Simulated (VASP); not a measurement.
A run of VASP 6.6.1 is set up as follows.

Contents of POSCAR:

```
BAs
1.0
    0.0000000000      2.3885000000      2.3885000000
    2.3885000000      0.0000000000      2.3885000000
    2.3885000000      2.3885000000      0.0000000000
  B               As
     1     1
Direct
     0.0000000000000000    0.0000000000000000    0.0000000000000000
     0.2500000000000000    0.2500000000000000    0.2500000000000000
```

INCAR.step1

```
SYSTEM = BAs
  PREC = Accurate
  ENCUT = 600
  EDIFF = 1E-8
  ISMEAR = 0
  SIGMA = 0.03
  LREAL = .FALSE.
  LASPH = .TRUE.
  NELM = 80
  ALGO = Normal
  ISIF = 3
  LWAVE = .FALSE.
  LCHARG = .FALSE.
  GGA = PS
  IBRION = 2
  NSW = 40
  EDIFFG = -0.002
```

The input INCAR.step2:

```
SYSTEM = BAs
  PREC = Accurate
  ENCUT = 600
  EDIFF = 1E-8
  ISMEAR = 0
  SIGMA = 0.03
  LREAL = .FALSE.
  LASPH = .TRUE.
  NELM = 80
  ALGO = Normal
  ISIF = 3
  LWAVE = .FALSE.
  LCHARG = .FALSE.
  GGA = PS
  IBRION = 6
  NFREE = 2
  POTIM = 0.015
  NSW = 1
```

KPOINTS

```
regular mesh
0
G
  10 10 10
  0 0 0
```

Potentials or basis: VASP PAW PBE potentials, release 64 (B, As).

Command:

```console
$ cat potpaw_PBE.64/B/POTCAR potpaw_PBE.64/As/POTCAR > POTCAR
$ cp INCAR.step1 INCAR
$ mpirun -np 1 vasp_std > vasp.out
$ cp CONTCAR POSCAR
$ cp INCAR.step2 INCAR
$ mpirun -np 1 vasp_std > vasp.out
```

(1) What does it give for the elastic constants C11, C12, C44?

(2) What does it give for the Voigt bulk modulus?

(3) Predict the highest phonon frequency at Γ, LO-TO splitting left out.

## Answers

(1) 277, 73, 149 GPa.

(2) 141 GPa.

(3) 692 cm⁻¹.

Caveat: the PAW data sets were made with another functional, which shifts forces and pressure a little.
